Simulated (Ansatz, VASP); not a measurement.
## Fe: VASP beside Ansatz

```
CELL_PARAMETERS angstrom
2.83169 0.00000 0.00000
0.00000 2.83169 0.00000
0.00000 0.00000 2.83169
ATOMIC_POSITIONS crystal
Fe 0.00000 0.00000 0.00000
Fe 0.50000 0.50000 0.50000
```

Alike in both runs: task single point; functional PBE; k mesh 14 × 14 × 14; occupations gaussian, width 0.1 eV; collinear spin.

|  | VASP | Ansatz |
| --- | --- | --- |
| version | VASP 6.6.1 | Ansatz 0.2.0 |
| potentials or method | VASP PAW PBE potentials, release 64 (Fe) | scalar-relativistic, plane waves, PAW |
| plane-wave cutoff (eV) | 520 | 420 |
| valence electrons in the cell | 16 | 32 |

|  | VASP | Ansatz | Ansatz less VASP |
| --- | --- | --- | --- |
| gap on the k mesh at the Fermi level (eV) | none | none | - |
| pressure (GPa) | -0.1 | -0.1 | +0.07 |
| net moment per atom (μB) | 2.19 | 2.17 | -0.022 |
| size of the moment on the site where the two differ most (μB) | 2.19 | 2.21 | +0.027 |

Site moments also hang on the region over which each program counts them. A gap of «none» marks a metal or a gap that the smearing closes. The two sets of potentials don't hold the same shells in valence.
